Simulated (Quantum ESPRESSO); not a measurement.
**ZnS in Quantum ESPRESSO: the effect of target pressure**

The system is ZnS.

```
CELL_PARAMETERS angstrom
0.00000 2.70200 2.70200
2.70200 0.00000 2.70200
2.70200 2.70200 0.00000
ATOMIC_POSITIONS crystal
Zn 0.75000 0.75000 0.75000
S 0.00000 0.00000 0.00000
```

Alike in all runs:

* Program: Quantum ESPRESSO 7.5
* Task: relaxation of cell and atoms
* Functional: LDA
* Potentials or basis: SSSP 1.3 efficiency PBE
* Cutoff: 857 eV
* Density cutoff: 6884 eV
* k mesh: 9 × 9 × 9
* Occupations: fermi-dirac, width 0.05 eV
* Spin: no spin polarisation

Each run relaxes the cell or the atoms first.

```csv
target pressure,relaxed volume (Å³/atom),gap on the mesh (eV)
0 GPa,18.59,2.02
2 GPa,18.19,2.12
5 GPa,17.65,2.26
10 GPa,?,?
20 GPa,15.82,2.64
30 GPa,15.00,2.48
```

Task: What does the run with target pressure 10 GPa give?

Result: Relaxed volume 16.92 Å³/atom; gap on the mesh 2.45 eV.

Worked out: In Murnaghan's law V^(-B') rises as a straight line in P. The other rows fit best with B' = 4.1, V0 = 18.59 Å³/atom and B0 = 87 GPa, which gives 16.92 Å³/atom at 10 GPa, against the run's 16.92. A parabola through the other rows of the gap on the mesh, of slope 0.0311 eV per GPa there, gives 2.47 eV, against the run's 2.45.

Caveats: the potentials were made for another functional, which shifts forces and pressure; an odd mesh through Γ misses points on the zone boundary, where band edges often lie (some runs); the volume moved by over 15 % at a fixed basis, so the end points are rough (some runs).
